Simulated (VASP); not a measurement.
Set up this calculation in VASP 6.6.1, as the native input.

```yaml
Task: band structure
Functional: LDA
Potentials_or_basis: VASP PAW LDA potentials, release 64 (N, B)
Cutoff: 520 eV
k_mesh: 12 × 12 × 6
Occupations: gaussian, width 0.02 eV
Spin: no spin polarisation
Ladder: free
Further_INCAR_settings: ALGO = Fast; EDIFF = 1e-06
```

Crystal: BN.

```xyz
4
Lattice="2.5539 0.0000 0.0000 -1.2770 2.2118 0.0000 0.0000 0.0000 4.2269" Properties=species:S:1:pos:R:3 pbc="T T T"
N     0.0000    1.4745    0.5295
N     1.2770    0.7373    2.6430
B     0.0000    1.4745    2.1123
B     1.2770    0.7373    4.2257
```

Measurements of this composition are mostly on another form, of space group No. 194.

These files were run (other wordings do the same):

POSCAR

```
BN
1.0
    2.5539396017      0.0000000000      0.0000000000
   -1.2769698009      2.2117765748      0.0000000000
    0.0000000000      0.0000000000      4.2268550000
N B
2 2
Direct
    0.3333333333      0.6666666667      0.1252760000
    0.6666666667      0.3333333333      0.6252760000
    0.3333333333      0.6666666667      0.4997240000
    0.6666666667      0.3333333333      0.9997240000
```

INCAR.step1

```
SYSTEM = BN
PREC = Accurate
ENCUT = 520
EDIFF = 1E-6
ISMEAR = 0
SIGMA = 0.02
LREAL = .FALSE.
LASPH = .TRUE.
NELM = 100
ALGO = Fast
ISIF = 2
LWAVE = .FALSE.
LCHARG = .TRUE.
GGA = CA
```

KPOINTS.step1

```
regular mesh
0
G
  12 12 6
  0 0 0
```

INCAR.step2

```
SYSTEM = BN
PREC = Accurate
ENCUT = 520
EDIFF = 1E-6
ISMEAR = 0
SIGMA = 0.05
LREAL = .FALSE.
LASPH = .TRUE.
NELM = 100
ALGO = Fast
ISIF = 2
LWAVE = .FALSE.
LCHARG = .FALSE.
GGA = CA
ICHARG = 11
```

KPOINTS.step2

```
path GMKGALHA,LM,KH
20
line-mode
reciprocal
 0.0000000000  0.0000000000  0.0000000000  G
 0.5000000000  0.0000000000  0.0000000000  M

 0.5000000000  0.0000000000  0.0000000000  M
 0.3333333333  0.3333333333  0.0000000000  K

 0.3333333333  0.3333333333  0.0000000000  K
 0.0000000000  0.0000000000  0.0000000000  G

 0.0000000000  0.0000000000  0.0000000000  G
 0.0000000000  0.0000000000  0.5000000000  A

 0.0000000000  0.0000000000  0.5000000000  A
 0.5000000000  0.0000000000  0.5000000000  L

 0.5000000000  0.0000000000  0.5000000000  L
 0.3333333333  0.3333333333  0.5000000000  H

 0.3333333333  0.3333333333  0.5000000000  H
 0.0000000000  0.0000000000  0.5000000000  A

 0.5000000000  0.0000000000  0.5000000000  L
 0.5000000000  0.0000000000  0.0000000000  M

 0.3333333333  0.3333333333  0.0000000000  K
 0.3333333333  0.3333333333  0.5000000000  H
```

Potentials or basis: VASP PAW LDA potentials, release 64 (N, B).

Run with:

```console
$ cat potpaw_LDA.64/N/POTCAR potpaw_LDA.64/B/POTCAR > POTCAR
$ cp INCAR.step1 INCAR
$ cp KPOINTS.step1 KPOINTS
$ mpirun -np 1 vasp_std > vasp.out
$ cp INCAR.step2 INCAR
$ cp KPOINTS.step2 KPOINTS
$ mpirun -np 1 vasp_std > vasp.out
```

Results of the run:

| Item | Value |
| --- | --- |
| Band gap on the k mesh | 4.96 eV, indirect (least direct gap 8.11 eV) |
| Band gap along the path | 4.96 eV, indirect (least direct gap 8.10 eV) |

Caveat: the log is that of the step along the path at fixed density, whose energy, stress, charges and moments have no meaning.

It took 60 s on 1 thread of Intel(R) Xeon(R) Platinum 8259CL CPU @ 2.50GHz (Skylake/Cascade Lake), with other jobs on the host, peak memory 0.15 GiB.
